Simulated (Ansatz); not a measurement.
# MgO (P6_3mc) in Ansatz: further runs

One crystal, MgO, is run at these levels: PBE; tasks: Born charges and dielectric tensor, phonons.

All numbers are computed with Ansatz 0.2.0; they aren't measurements. Logs are shortened: lines on timing, memory, paths and dates and some standing lists are left out, and cuts for length are marked.

## 1. Starting point

The structure is hexagonal, space group P6_3mc (No. 186). Conventional cell: a = 3.308 Å, b = 3.308 Å, c = 4.983 Å, α = 90.00°, β = 90.00°, γ = 120.00°. Mg (site symmetry 3m) is surrounded by 4 O at 1.97 to 1.99 Å. O (site symmetry 3m) is surrounded by 4 Mg at 1.97 to 1.99 Å.

Measurements of this composition are mostly on another form, of space group No. 225.

## 2. Born charges and dielectric tensor, PBE

input.yaml reads:

```yaml
crystal:
  lattice:
    - [3.3077869865, 0.0, 0.0]
    - [-1.6538934933, 2.8646275606, 0.0]
    - [0.0, 0.0, 4.98288167]
  atoms:
    - { symbol: Mg, position: [0.6666666667, 0.3333333333, 0.50215974] }
    - { symbol: Mg, position: [0.3333333333, 0.6666666667, 0.00215974] }
    - { symbol: O, position: [0.6666666667, 0.3333333333, 0.90244026] }
    - { symbol: O, position: [0.3333333333, 0.6666666667, 0.40244026] }
hamiltonian:
  xc: pbe
  pseudopotentials: { kind: paw }
kpoints:
  mp_grid: { grid: [8, 8, 6] }
scf:
  occupations: { method: fixed }
output:
  eigenvalues: true
dielectric:
  method: response
```

Potentials or basis: Ansatz PAW.

Command:

```sh
$ ansatz run input.yaml --threads 2 --pin off --max-ram 5632MiB --backend cpu --events-out ev --progress --plain --runs-dir out
```

Log:

```text
Warning: RAYON_NUM_THREADS=2 ignored (pool sized by the plan → 2); use --threads N
Engine: ansatz 0.2.0, x86_64-unknown-linux-gnu
Pseudopotentials: kind: paw
Pseudopotential: Mg, paw, valence charge 10, recommended cutoff 420 eV (normal), Mg.paw.azcp
Pseudopotential: O, paw, valence charge 6, recommended cutoff 420 eV (normal), O.paw.azcp
Functional definition: PBE
  parameter kappa = 0.804
  parameter beta = 0.06672455060314922
  exchange = pbe_x(kappa = kappa, mu = beta*pi^2/3)
  correlation = pbe_c(beta = beta)
Crystal: 4 atoms, lattice volume = 47.216 Å³
Basis set: ecut = 420 eV, 929 PW (Γ), exchange–correlation on 48×48×72 points (8 copies of the dense FFT grid, shifted against one another)
Bands: 20, of which v1, the nominal top of the filled ones, is band 16 counted from 1 (15 counted from 0)
Symmetry: 12 space group operations
k-points: 114 of 384 (irreducible under 2 space group operations, time reversal used)
Non-local potential: Mg, projectors of the file, l = 0: 3, l = 1: 2, l = 2: 1
Non-local potential: O, projectors of the file, l = 0: 2, l = 1: 2, l = 2: 1
PAW form: soft (Blöchl's): semilocal exchange-correlation on the pseudo side does not see the compensation charge
PAW one-centre angular grid: Mg, 110 points (default); XC on 64 Gauss nodes
PAW one-centre angular grid: O, 110 points (default); XC on 64 Gauss nodes
Initial density: superposition of atomic densities (neutral atoms: chi_scale 0, normalization atom), corrected by the library's trained network
Initial wavefunctions: pseudopotential atomic-orbital guess
Functional: x = pbe(κ = 0.804, μ = 0.2195149727645171), c = pbe(β = 0.06672455060314922)
SCF iter   1: F=—  HF=-4987.991494 eV  |F-HF|=—  |Δ(HF+E_count)|=         —  Δρ=1.19e-3  dr2=4.83e-4  ethr=1.77e-3  ⟨swp⟩=4.8  Hψ=9524  notcnv=0  defer=228
preconditioner: auto → Resta (q_TF=auto, 2.557 Å⁻¹)  ε∞=3.3  [insulator: Δε(μ)=3.472 eV  Ē_g=14.173 eV  n_scr=22 (ndim 8)  ℏωp=21.6 eV  f_vac=0.033  ε∞_Penn≈3.3]
SCF iter   2: F=—  HF=-4987.991016 eV  |F-HF|=—  |Δ(HF+E_count)|=   4.77e-4  Δρ=4.59e-4  dr2=4.52e-5  ethr=1.51e-6  ⟨swp⟩=2.1  Hψ=5010  notcnv=0  defer=228
SCF iter   3: F=—  HF=-4987.990984 eV  |F-HF|=—  |Δ(HF+E_count)|=   3.22e-5  Δρ=2.58e-4  dr2=2.15e-5  ethr=1.41e-7  ⟨swp⟩=2.1  Hψ=4302  notcnv=0  defer=228
SCF iter   4: F=—  HF=-4987.990995 eV  |F-HF|=—  |Δ(HF+E_count)|=   1.08e-5  Δρ=7.02e-5  dr2=1.42e-6  ethr=6.73e-8  ⟨swp⟩=2.0  Hψ=4332  notcnv=0  defer=228
SCF iter   5: F=—  HF=-4987.990996 eV  |F-HF|=—  |Δ(HF+E_count)|=   1.03e-6  Δρ=3.91e-5  dr2=6.21e-7  ethr=4.43e-9  ⟨swp⟩=2.0  Hψ=4104  notcnv=0
SCF iter   6: F=—  HF=-4987.990996 eV  |F-HF|=—  |Δ(HF+E_count)|=   6.06e-8  Δρ=4.57e-6  dr2=6.62e-9  ethr=1.94e-9  ⟨swp⟩=2.0  Hψ=3098  notcnv=0
SCF iter   7: F=—  HF=-4987.990996 eV  |F-HF|=—  |Δ(HF+E_count)|=   6.38e-9  Δρ=7.32e-7  dr2=1.99e-10  ethr=2.07e-11  ⟨swp⟩=2.1  Hψ=3370  notcnv=0
SCF iter   8: F=-4987.990996 eV  HF=-4987.990996 eV  |F-HF|=1.00e-11  |Δ(HF+E_count)|=  1.11e-10  Δρ=2.69e-7  dr2=1.48e-11  ethr=1.00e-12  ⟨swp⟩=4.9  Hψ=7254  notcnv=0
SCF 1 converged in 8 iterations: F = -4987.990996 eV  dr2 = 1.48e-11
NSCF: frozen V_eff on 2 k-points
DFPT response loops at Γ: preconditioner auto → Resta (q_TF=auto, 2.557 Å⁻¹)  ε∞=4.2 (no band partly filled); β = 1.00, the filter's whole step (`scf.mixing.beta` (0.50) is not read by the response loops at its default; to damp them type it under 1.00, their step now; it binds the ground state too); Broyden in place of MSR1
── the response to a field inside a basis, on 8×8×6 k-points: an SCF that follows is theirs, and a resumed run solves both again ──
Bands: 17, of which v1, the nominal top of the filled ones, is band 16 counted from 1 (15 counted from 0)
k-points: 60 of 384 (irreducible under 4 space group operations, time reversal used)
Initial density: handed on by an earlier stage of this run
Initial wavefunctions: pseudopotential atomic-orbital guess (no wavefunctions were taken with the density)
Eigensolver: Dense (60 Hₖ)
SCF iter   1: F=—  HF=-4987.992185 eV  |F-HF|=—  |Δ(HF+E_count)|=         —  Δρ=4.74e-4  dr2=1.85e-5  ethr=1.00e-1
preconditioner: auto → Resta (q_TF=auto, 2.557 Å⁻¹)  ε∞=4.3  [insulator: Δε(μ)=3.879 eV  Ē_g=11.852 eV  n_scr=22 (ndim 8)  ℏωp=21.6 eV  f_vac=0.036  ε∞_Penn≈4.3]
SCF iter   2: F=—  HF=-4987.992190 eV  |F-HF|=—  |Δ(HF+E_count)|=   4.75e-6  Δρ=2.11e-4  dr2=5.31e-6  ethr=5.78e-8
SCF iter   3: F=—  HF=-4987.992193 eV  |F-HF|=—  |Δ(HF+E_count)|=   2.44e-6  Δρ=8.87e-5  dr2=6.39e-7  ethr=1.66e-8
SCF iter   4: F=-4987.992193 eV  HF=-4987.992193 eV  |F-HF|=1.21e-9  |Δ(HF+E_count)|=   4.74e-7  Δρ=2.14e-6  dr2=8.63e-10  ethr=2.00e-9
SCF 1 converged in 4 iterations: F = -4987.992193 eV  dr2 = 8.63e-10
DFPT response loops at Γ: preconditioner auto → none (the input reference at scf.mixing.eps_inf says where Resta's filter doesn't serve); β = 0.50; Broyden in place of MSR1
SCF converged after 8 iterations
Free energy (F): -4987.990996 eV
Harris-Foulkes:  -4987.990996 eV  (|F-HF|=1.00e-11)
Internal energy: -4987.990996 eV  (E = F + TS)
E sigma→0 (E₀):  -4987.990996 eV
Fermi energy:    5.076450 eV
--- Per-component energies (eV) ---
  E_band       = -668.573120
  E_kinetic    = 508.707975
  E_local      = -3730.512814  (includes V_loc(G=0)·N_el)
  E_nonlocal   = 286.096359
  E_hartree    = 1329.659504
  E_xc         = -209.209483
  E_vxc        = -267.901983  (∫ρ·V_xc dr)
  E_paw        = -899.764719  (= ΣΔE_a)
  E_vpaw       = -124.286681  (= ΣTr[D̂ρ^β])
  E_aug_tail   = 0.004947  (compensation charges beyond the density's cutoff)
  E_ewald      = -2272.972765
  E_smearing   = -0.000000  (= −TS)
  E_closure    = -0.000000  (closes the sum)
  Σ components = -4987.990996   (vs F -4987.990996, Δ=0.00e0)
--- Band table (eV; the first three rows and the last of 114) ---
  k-point 0: bands = ["-66.7836", "-66.7792", "-33.5856", "-33.5371", "-33.5290", "-33.5290", "-33.5202", "-33.5202", "-11.1896", "-10.3649", "1.8122", "4.2946", "4.2946", "4.6315", "4.6315", "5.0764", "8.5573", "13.6129", "15.4317", "19.1902"]
  k-point 1: bands = ["-66.7833", "-66.7795", "-33.5824", "-33.5404", "-33.5284", "-33.5284", "-33.5208", "-33.5208", "-11.1375", "-10.4237", "1.9610", "4.3163", "4.3163", "4.6079", "4.6079", "4.6844", "8.9994", "13.1223", "15.9453", "19.2027"]
  k-point 2: bands = ["-66.7825", "-66.7803", "-33.5737", "-33.5494", "-33.5268", "-33.5268", "-33.5224", "-33.5224", "-10.9931", "-10.5814", "2.3918", "3.8796", "4.3763", "4.3763", "4.5442", "4.5442", "9.9633", "12.1644", "17.0057", "19.3248"]
  k-point 113: bands = ["-66.7799", "-66.7799", "-33.5696", "-33.5696", "-33.5381", "-33.5381", "-33.5332", "-33.5332", "-10.3885", "-10.3885", "2.2629", "2.2629", "3.4496", "3.4496", "4.6094", "4.6094", "12.9914", "12.9914", "15.6015", "15.6015"]
--- Dielectric response (ions clamped): 3 representative field directions + reference, inside a basis on a mesh of 384 k-points (Σ response iterations 15) ---
  ε∞ (high-frequency dielectric tensor):
        2.974098    -0.000000     0.000000
       -0.000000     2.974098     0.000000
        0.000000     0.000000     3.083881
  Born effective charges Z* (e; rows j = field, columns β = displacement):
    site 0:
         1.79798   -0.00000    0.00000
        -0.00000    1.79798    0.00000
         0.00000    0.00000    1.91207
    site 1:
         1.79798   -0.00000    0.00000
        -0.00000    1.79798    0.00000
         0.00000    0.00000    1.91207
    site 2:
        -1.79798    0.00000   -0.00000
         0.00000   -1.79798   -0.00000
        -0.00000   -0.00000   -1.91207
    site 3:
        -1.79798    0.00000   -0.00000
         0.00000   -1.79798   -0.00000
        -0.00000   -0.00000   -1.91207
  Z* charge neutrality: 2.229e-3 e pre-enforcement
  solved inside a basis spanned on kpoints, on 8×8×6 k-points, its susceptibility summed on 14×14×8: ε∞ is read to err by 7.3e-3, Z* by 1.2e-2 e (field_mesh: kpoints solves on kpoints); Z* is corrected for what the basis lacks
```

Run time: 69 s. Hardware: 2 threads of Intel Xeon at 2.70GHz, shared host; peak memory 0.72 GiB.

Results:

- Free energy: -4987.9910 eV
- Band gap on the k mesh: 3.48 eV, direct
- Electronic dielectric tensor (diagonal): 2.97, 2.97, 3.08
- Born charges (mean of the diagonal): Mg +1.84; O -1.84 e

Levels at points of the mesh, in eV from the valence-band top:
```csv
k point,band 12,band 13,band 14,band 15,band 16,band 17,band 18,band 19,band 20
"(0.00, 0.00, 0.00)",-0.78,-0.78,-0.44,-0.44,0.00,3.48,8.54,10.36,14.11
"(0.00, 0.00, -0.50)",-2.02,-0.62,-0.62,-0.62,-0.62,5.99,5.99,13.24,13.24
"(0.00, -0.50, 0.00)",-2.19,-1.75,-1.30,-0.83,-0.51,7.77,8.11,9.24,10.78
"(0.00, -0.50, -0.50)",-3.14,-0.93,-0.93,-0.72,-0.72,7.39,7.39,10.82,10.82
"(-0.50, 0.00, 0.00)",-2.19,-1.75,-1.30,-0.83,-0.51,7.77,8.11,9.24,10.78
"(-0.50, 0.00, -0.50)",-3.14,-0.93,-0.93,-0.72,-0.72,7.39,7.39,10.82,10.82
```

Electronic dielectric tensor:
```
2.97 0.00 0.00
0.00 2.97 0.00
0.00 0.00 3.08
```

Born effective charge tensors (e):
atom 1, Mg
```
1.80 0.00 0.00
0.00 1.80 0.00
0.00 0.00 1.91
```
atom 2, Mg
```
1.80 0.00 0.00
0.00 1.80 0.00
0.00 0.00 1.91
```
atom 3, O
```
-1.80  0.00  0.00
 0.00 -1.80  0.00
 0.00  0.00 -1.91
```
atom 4, O
```
-1.80  0.00  0.00
 0.00 -1.80  0.00
 0.00  0.00 -1.91
```

A k mesh can miss the band edges.

[end of part 1 of 2]
